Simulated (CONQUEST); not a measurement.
# Ag under changes of volume

One of the cells (18.154 Å³/atom); the others are scaled copies at fixed shape and fractional positions:

```
Ag
1.0
     3.31131    0.00000    0.00000
     0.00000    3.31131    0.00000
     0.00000    0.00000    3.31131
Ag
2
Direct
  0.00000 0.00000 0.00000
  0.50000 0.50000 0.50000
```

This isn't the form of Ag at room conditions, which is fcc.

| Property | Result |
| --- | --- |
| Program | CONQUEST 1.3 |
| Functional | PBE |
| Potentials or basis | PseudoDojo NC PBE, DZP, grid of 32 × 32 × 32 points |
| k mesh | 8 × 8 × 8 |
| Occupations | fermi-dirac, width 0.05 eV |
| Spin | no spin polarisation |

```tsv
volume (Å³/atom)	energy over the lowest point (meV/atom)	pressure (GPa)
17.065	?	?
17.428	7.96	3.9
17.791	1.62	1.8
18.154	0.00	-0.2
18.517	2.46	-1.8
18.880	7.70	-2.7
19.243	14.92	-4.0
```

Question: What does the run at 17.065 Å³/atom give?

Answer: Energy over the lowest point 18.69 meV/atom; pressure 5.9 GPa.

Worked out: A Birch-Murnaghan fit of order 3 (a polynomial in V^(-2/3)) to the other rows has its minimum at 18.10 Å³/atom with B0 = V·E''(V) = 88 GPa (rough, since the energies scatter). It gives 20.72 meV/atom at 17.065 Å³/atom, against the run's 18.69, and -dE/dV = 7.2 GPa, against 5.9.

Energies are extrapolated to zero smearing.

Caveats: the basis of atomic orbitals isn't converged, which shifts pressures, moduli and gaps.
